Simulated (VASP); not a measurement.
Input of a VASP 6.6.1 run:

Contents of POSCAR:

```
AlGaAs2
1.0
    3.7467262915      0.0000000000      0.0000000000
    0.0000000000      3.7467262915      0.0000000000
    0.0000000000      0.0000000000      5.2999953507
Al As Ga
1 2 1
Direct
    0.0000000000      0.0000000000      0.0000000000
    0.0000000000      0.0000000000      0.5000000000
    0.5000000000      0.5000000000      0.0000000000
    0.5000000000      0.5000000000      0.5000000000
```

Contents of INCAR.step1:

```
SYSTEM = AlGaAs2
ALGO = Normal
EDIFF = 1E-4
ENCUT = 520
GGA = PE
ISMEAR = -1
LASPH = .TRUE.
LCHARG = .FALSE.
LREAL = .FALSE.
LWAVE = .TRUE.
NBANDS = 21
NELM = 100
PREC = Accurate
SIGMA = 0.02
```

INCAR.step2

```
SYSTEM = AlGaAs2
ALGO = Normal
EDIFF = 1E-7
ENCUT = 520
ISIF = 2
ISMEAR = -1
ISTART = 1
LASPH = .TRUE.
LCHARG = .FALSE.
LMIXTAU = .TRUE.
LREAL = .FALSE.
LWAVE = .FALSE.
METAGGA = R2SCAN
NBANDS = 21
NELM = 100
PREC = Accurate
SIGMA = 0.02
```

File KPOINTS:

```
k-points
0
G
  6 6 4
  0 0 0
```

Potentials or basis: VASP PAW PBE potentials, release 64 (Al, As, Ga_d).

Launch:

```bash
$ cat potpaw_PBE.64/Al/POTCAR potpaw_PBE.64/As/POTCAR potpaw_PBE.64/Ga_d/POTCAR > POTCAR
$ cp INCAR.step1 INCAR
$ mpirun -np 1 vasp_std > vasp.out
$ cp INCAR.step2 INCAR
$ mpirun -np 1 vasp_std > vasp.out
```

**Question.** Predict the band gap on the k mesh.

**Answer.** None (metal or under the smearing width).

**Question.** Predict the pressure.

**Answer.** 0.0 GPa.

Caveat: the PAW data sets were made with another functional, which shifts forces and pressure a little.
